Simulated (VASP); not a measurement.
Rh, 1 atom in the cell. Symmetry: Fm-3m, No. 225, cubic system. Conventional cell: a = 3.780 Å, b = 3.780 Å, c = 3.780 Å, α = 90.00°, β = 90.00°, γ = 90.00°. Rh (site symmetry m-3m) is surrounded by 12 Rh at 2.67 Å. The cell was built by a generator and needn't be a form met in nature.

| Quantity | Value |
| --- | --- |
| Program | VASP 6.6.1 |
| Task | relaxation of cell and atoms |
| Functional | PBE |
| Dispersion | D3(BJ) |
| Potentials or basis | VASP PAW PBE potentials, release 64 (Rh_pv) |
| Cutoff | 600 eV |
| k mesh | 18 × 18 × 18 |
| Occupations | methfessel-paxton, width 0.1 eV |
| Spin | no spin polarisation |
| Further INCAR settings | ALGO = Normal; EDIFF = 1e-06; IBRION = 2; EDIFFG = -0.005; NSW = 60; ISIF = 3 |

Potentials or basis: VASP PAW PBE potentials, release 64 (Rh_pv).

Command:

```console
$ cat potpaw_PBE.64/Rh_pv/POTCAR > POTCAR
$ mpirun -np 1 vasp_std > vasp.out
```

Hardware: 1 thread of Intel(R) Xeon(R) 6975P-C (Granite Rapids), with other jobs on the host.

Estimate the wall time of this run.

Wall time 22 s on 1 thread of Intel(R) Xeon(R) 6975P-C (Granite Rapids) (shared host), peak memory 0.18 GiB. Counts: scf iterations 25, k points 195, ion steps 3.
